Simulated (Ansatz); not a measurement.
CaS (started from an entry of an open crystallographic database), relaxed with r2SCAN, was run in the plane-wave code Ansatz under altered settings. All numbers are computed, without spin polarisation but where a row says otherwise.

```
CELL_PARAMETERS angstrom
0.00000 2.84794 2.84794
2.84794 0.00000 2.84794
2.84794 2.84794 0.00000
ATOMIC_POSITIONS crystal
Ca 0.00000 0.00000 0.00000
S 0.50000 0.50000 0.50000
```

The base run's other keys:
```yaml
kpoints:
  mp_grid: { grid: [6, 6, 6] }
hamiltonian:
  xc: pbe
scf:
  occupations: { method: fixed }
  n_extra_bands: 4
```

It takes 6 iterations with 893 plane waves at 420 eV and 16 k points, and leaves a mean stress of +0.49 GPa. The gap over this mesh is 2.363 eV. It ran on 4 threads of Arm Neoverse N1, with other jobs on the host.

Outcomes, with energy and stress as changes against the base:

| setting | outcome | ΔF (meV/atom) | Δ mean stress (GPa) | gap on the mesh (eV) | iterations | wall time |
| --- | --- | --- | --- | --- | --- | --- |
| basis.ecutwfc: 250 | converged, warned | +118 | -0.14 | 2.412 | 6 | 0.39 s |
| scf.mixing.ndim: 1 | converged | 0.0 | 0.00 | 2.363 | 11 | 0.61 s |
| scf.occupations: cold 0.5 (narrowed to 0.34 eV by the program) | converged | 0.0 | 0.00 | 2.363 | 8 | 0.57 s |
| scf.mixing.preconditioner: resta | converged | 0.0 | 0.00 | 2.363 | 6 | 0.51 s |
| scf.occupations: gaussian 0.5 | converged | 0.0 | 0.00 | 2.363 | 6 | 0.51 s |
| kpoints.mp_grid.shift: [0.5, 0.5, 0.5] | converged, warned | -0.3 | -0.01 | 2.685 | 6 | 0.63 s |
| hamiltonian.xc: r2scan (cutoff then 500 eV) | converged | – | -0.49 | 2.801 | 6 | 1.1 s |
| kpoints.mp_grid.shift: [0, 0, 0.5] | converged, warned | -0.3 | -0.01 | 2.685 | 6 | 0.63 s |
| scf.occupations: fermi_dirac 0.5 | converged | -14.8 | +0.03 | 2.391 | 6 | 0.56 s |
| basis.ecutrho_ratio: 12 | converged | 0.0 | 0.00 | 2.363 | 6 | 0.71 s |
| hamiltonian.dispersion: d3bj | converged | -335 | -2.39 | 2.363 | 6 | 0.51 s |
| scf.mixing.beta: 0.05 | converged | 0.0 | 0.00 | 2.363 | 10 | 0.59 s |
| scf.convergence.dr2_threshold: 1.0 | converged, warned | 0.0 | 0.0 | 2.363 | 6 | 0.54 s |

A dash marks a value that wasn't obtained or can't be compared. Stress is positive in compression. Its mean hides that meshes of lower symmetry stress the axes unequally. The base took 0.51 s.

- basis.ecutwfc: 250. 411 plane waves in place of 893. The free energy moves by +118 meV an atom, the mean stress by -0.14 GPa and the gap on the mesh by +0.050 eV (to 2.412). The basis is too small: these are errors of the cutoff. Warned: cutoff below recommended.
- kpoints.mp_grid.shift: [0.5, 0.5, 0.5]. The free energy moves by -0.3 meV an atom, the mean stress by -0.01 GPa and the gap on the mesh by +0.322 eV (to 2.685). The mesh breaks the crystal's symmetry, so the stress, and any force that symmetry no longer fixes, lose it too. The gap changes mostly because other points are sampled; a mesh that misses a band edge overestimates it. Warned: symmetry narrowed by mesh.
- hamiltonian.xc: r2scan. The cutoff follows the functional, from 420 to 500 eV. The mean stress moves by -0.49 GPa and the gap on the mesh by +0.438 eV (to 2.801). It's another functional on the same cell, so totals aren't comparable.
- kpoints.mp_grid.shift: [0, 0, 0.5]. The free energy moves by -0.3 meV an atom, the mean stress by -0.01 GPa and the gap on the mesh by +0.322 eV (to 2.685). The mesh breaks the crystal's symmetry, so the stress, and any force that symmetry no longer fixes, lose it too. The gap changes mostly because other points are sampled; a mesh that misses a band edge overestimates it. Warned: symmetry narrowed by mesh.
- hamiltonian.dispersion: d3bj. The free energy moves by -335 meV an atom, the mean stress by -2.39 GPa and the gap on the mesh by 0.000 eV (to 2.363). A pairwise correction adds to energy, forces and stress after the SCF and leaves the bands alone.
- scf.convergence.dr2_threshold: 1.0. It converges in 6 iterations, as the base does. Even so loose a threshold leaves the results unchanged here, which can't be counted on. Warned: force scf threshold loose, stress scf threshold loose.

Within 1 meV an atom, 0.1 GPa and 0.005 eV of the base stay: scf.mixing.ndim: 1; scf.occupations: cold 0.5; scf.mixing.preconditioner: resta; scf.occupations: gaussian 0.5; basis.ecutrho_ratio: 12; scf.mixing.beta: 0.05; scf.convergence.dr2_threshold: 1.0.
